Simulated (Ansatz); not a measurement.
AgCl (F-43m) at 4 levels of theory

One geometry, relaxed with PBE; plane waves with PAW potentials in Ansatz, scalar-relativistic. No spin polarisation. Gaps are the least over mesh and band path; pressure is positive in compression, and isn't given for hybrids.

Space group F-43m (No. 216). a = 6.059 Å, b = 6.059 Å, c = 6.059 Å, α = 90.00°, β = 90.00°, γ = 90.00°
```
atom  site  symmetry       x       y       z
  Ag    4a      -43m  0.0000  0.0000  0.0000
  Cl    4d      -43m  0.2500  0.2500  0.7500
```

| level | cutoff (eV) | k mesh | gap (eV) | pressure (GPa) |
| --- | --- | --- | --- | --- |
| PBE | 420 | 8×8×8 | 1.29 | 0.0 |

Q: What comes out on the same cell with r2SCAN, HSE06, LDA?

A:
| level | cutoff (eV) | k mesh | gap (eV) | pressure (GPa) |
| --- | --- | --- | --- | --- |
| r2SCAN | 500 | 8×8×8 | 1.69 | -1.2 |
| HSE06 | 420 | 6×6×6 | 2.76 | - |
| LDA | 420 | 8×8×8 | 0.99 | -4.9 |

The cell was found from a structure generator's guess, not taken from experiment.
